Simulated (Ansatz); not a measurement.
Here is an Ansatz 0.2.0 calculation.

File input.yaml:

```yaml
crystal:
  lattice:
    - [5.2821, 0.0, 0.0]
    - [0.0, 5.2821, 0.0]
    - [0.0, 0.0, 5.2821]
  atoms:
    - { symbol: Sn, position: [0.5, 0.5, 0.5] }
    - { symbol: Sn, position: [0.0, 0.0, 0.0] }
    - { symbol: Nb, position: [0.0, 0.5, 0.25] }
    - { symbol: Nb, position: [0.0, 0.5, 0.75] }
    - { symbol: Nb, position: [0.5, 0.25, 0.0] }
    - { symbol: Nb, position: [0.75, 0.0, 0.5] }
    - { symbol: Nb, position: [0.5, 0.75, 0.0] }
    - { symbol: Nb, position: [0.25, 0.0, 0.5] }
hamiltonian:
  xc: r2scan
  pseudopotentials: { kind: paw }
kpoints:
  mp_grid: { grid: [5, 5, 5] }
  band_path:
    path:
      - [[0.0, 0.0, 0.0], [0.0, 0.5, 0.0], [0.5, 0.5, 0.0], [0.0, 0.0, 0.0], [0.5, 0.5, 0.5], [0.0, 0.5, 0.0]]
      - [[0.5, 0.5, 0.0], [0.5, 0.5, 0.5]]
    npoints: 10
scf:
  occupations: { method: fermi_dirac, width: 0.05 }
  n_extra_bands: 20
output:
  forces: true
  stress: true
  eigenvalues: true
  fatbands: false
  write_density: true
  write_potential: true
  elf: true
  volumetric_format: npy
```

Potentials or basis: Ansatz PAW.

Run with:

```bash
$ ansatz run input.yaml --threads 4 --pin off --max-ram 11264MiB --backend cpu --events-out ev --progress --plain --runs-dir out
```

(1) Predict the band gap on the k mesh.

(2) What does it give for the pressure?

## Answers

(1) none (metal or under the smearing width).

(2) 2.2 GPa.

Caveat: spin-orbit coupling is left out, which moves the levels of the heavy elements; the PAW data sets come from PBE, with cores solved anew for the run's functional, which leaves a small shift of forces and pressure.
